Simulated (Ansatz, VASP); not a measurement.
## Two plane-wave programs on BN

```
B N
1.0
     2.44800    0.00000    0.00000
    -1.22400    2.12003    0.00000
     0.00000    0.00000   26.00000
B N
1 1
Cartesian
  0.0000 0.0000 13.0715
  1.2240 0.7067 12.9285
```

Alike in both runs: task single point; functional PBE; dispersion D3(BJ); k mesh 12 × 12 × 1; occupations gaussian, width 0.02 eV; no spin polarisation.

|  | VASP | Ansatz |
| --- | --- | --- |
| version | VASP 6.6.1 | Ansatz 0.2.0 |
| potentials or method | VASP PAW PBE potentials, release 64 (B, N) | scalar-relativistic, plane waves, PAW |
| plane-wave cutoff (eV) | 520 | 420 |
| valence electrons in the cell | 8 | 8 |

Ansatz gave:

```
gap on the k mesh at the Fermi level (eV) : 4.20
least direct gap on the mesh (eV)         : 4.73
rms of the force components (eV/Å)        : 1.150
```

Task: Which values does VASP return?

Result: gap on the k mesh at the Fermi level (eV): 4.20; least direct gap on the mesh (eV): 4.73; rms of the force components (eV/Å): 1.154.

Atom by atom the forces differ by 0.005 eV/Å (rms over components).

PBE gaps usually lie below the measured ones, often by a third to a half.
